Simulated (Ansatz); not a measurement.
# Ta: the cost of one run

Method: DFT PBE, scalar-relativistic, plane waves, PAW, in Ansatz 0.2.0.

1 further run of the same task is left out (set aside as unsound or not needed).

## 1. Starting point

Symmetry: Im-3m, No. 229, cubic system. The conventional cell has a = 3.319 Å, b = 3.319 Å, c = 3.319 Å, α = 90.00°, β = 90.00°, γ = 90.00°. Around Ta (site symmetry m-3m) lie 8 Ta at 2.87 Å.

Coordinates:

```cif
data_structure
_symmetry_space_group_name_H-M 'P 1'
_symmetry_Int_Tables_number 1
_cell_length_a 2.8742
_cell_length_b 2.8742
_cell_length_c 2.8742
_cell_angle_alpha 109.471
_cell_angle_beta 109.471
_cell_angle_gamma 109.471
_cell_volume 18.28
loop_
_atom_site_label
_atom_site_type_symbol
_atom_site_fract_x
_atom_site_fract_y
_atom_site_fract_z
_atom_site_occupancy
Ta1 Ta 0.00000 0.00000 0.00000 1
```

This cell was relaxed beforehand with the same method: volume 18.28 Å³/atom, gap on the mesh none (metal).

## 2. Building the [001] wire, 5 host atoms a period

The wire is cut from the relaxed crystal, periodic along c with vacuum across. Atoms and period relax; energies count from the bulk, -9932.2514 eV an atom.

The cell holds 5 Ta: a = 12.300 Å, b = 12.600 Å, c = 3.319 Å, α = 90.00°, β = 90.00°, γ = 90.00°.

## 3. Relaxing it

Pressure and volume refer to the whole cell with its vacuum; only the period along c may change.

Contents of input.yaml:

```yaml
crystal:
  lattice:
    - [12.3, 0.0, 0.0]
    - [0.0, 12.6, 0.0]
    - [0.0, 0.0, 3.3187896401]
  atoms:
    - { symbol: Ta, position: [0.5, 0.5, 0.0] }
    - { symbol: Ta, position: [0.365089852, 0.3683019984, 0.5] }
    - { symbol: Ta, position: [0.365089852, 0.6316980016, 0.5] }
    - { symbol: Ta, position: [0.634910148, 0.3683019984, 0.5] }
    - { symbol: Ta, position: [0.634910148, 0.6316980016, 0.5] }
basis:
  ecutwfc: 420
kpoints:
  mp_grid: { grid: [1, 1, 16] }
hamiltonian:
  xc: pbe
scf:
  occupations: { method: gaussian, width: 0.05 }
output:
  forces: true
  stress: true
  eigenvalues: true
  populations: true
  write_density: true
  write_potential: true
  elf: true
  volumetric_format: npy
relax:
  adjacent_minimum: "off"
  f_tol: 0.02
  max_steps: 45
  cell: { fix: [a, b, alpha, beta, gamma], stress_tol: 0.03 }
```

Launch:

```console
$ ansatz run input.yaml --threads 4 --pin off --max-ram 11264MiB --backend cpu --events-out ev --progress --plain --runs-dir out
```

Q: Estimate wall time and peak memory on 4 threads of Arm Neoverse V1, shared host.

About 37 s, with a peak of 0.88 GiB.
